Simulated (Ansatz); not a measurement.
# MnO: the cost of one run

Method: DFT PBEsol, scalar-relativistic, in Ansatz 0.2.0.

## 1. The system as given

It takes space group P6_3mc (No. 186, hexagonal). Conventional cell: a = 3.372 Å, b = 3.372 Å, c = 5.386 Å, α = 90.00°, β = 90.00°, γ = 120.00°. Around Mn (site symmetry 3m) lie 4 O at 1.96 to 2.08 Å. Around O (site symmetry 3m) lie 4 Mn at 1.96 to 2.08 Å.

Structure file:

```
Mn O
1.0
     3.37170    0.00000    0.00000
    -1.68585    2.91998    0.00000
     0.00000    0.00000    5.38550
Mn O
2 2
Direct
  0.33333 0.66667 0.01096
  0.66667 0.33333 0.51096
  0.33333 0.66667 0.37547
  0.66667 0.33333 0.87547
```

Atoms are numbered in the order of the input: Mn1, Mn2, O3, O4.

## 2. The deformed structure

Space group P6_3mc before, P6_3mc after.

## 3. LAPW, all electrons

File input.yaml:

```yaml
crystal:
  lattice:
    - [3.4391349479, 0.0, 0.0]
    - [-1.7195674739, 2.9783782319, 0.0]
    - [0.0, 0.0, 5.3855]
  atoms:
    - { symbol: Mn, position: [0.3333333333, 0.6666666667, 0.01096], spin: 4.0 }
    - { symbol: Mn, position: [0.6666666667, 0.3333333333, 0.51096], spin: 4.0 }
    - { symbol: O, position: [0.3333333333, 0.6666666667, 0.37547] }
    - { symbol: O, position: [0.6666666667, 0.3333333333, 0.87547] }
magnetization:
  spin_polarized: true
kpoints:
  mp_grid: { grid: [14, 14, 8] }
  band_path:
    path:
      - [0.0, 0.0, 0.0]
      - [0.5, 0.0, 0.0]
      - [0.3333333333, 0.3333333333, 0.0]
      - [0.0, 0.0, 0.0]
      - [0.0, 0.0, 0.5]
      - [0.5, 0.0, 0.5]
      - [0.3333333333, 0.3333333333, 0.5]
      - [0.0, 0.0, 0.5]
      - [0.5, 0.0, 0.5]
    npoints: 5
scf:
  occupations: { method: fermi_dirac, width: 0.05 }
hamiltonian:
  xc: pbesol
  pseudopotentials: { kind: all_electron, lapw: { basis_error: 0.0005 } }
output:
  forces: true
  stress: true
  eigenvalues: true
```

Command:

```console
$ ansatz run input.yaml --threads 1 --pin off --max-ram 6144MiB --backend cpu --events-out ev --progress --plain --runs-dir out
```

What time and memory should one allow on 1 thread of Intel Xeon Platinum 8375C at 2.90GHz (Ice Lake), shared host?

About 6.4 min, with a peak of 1.3 GiB.
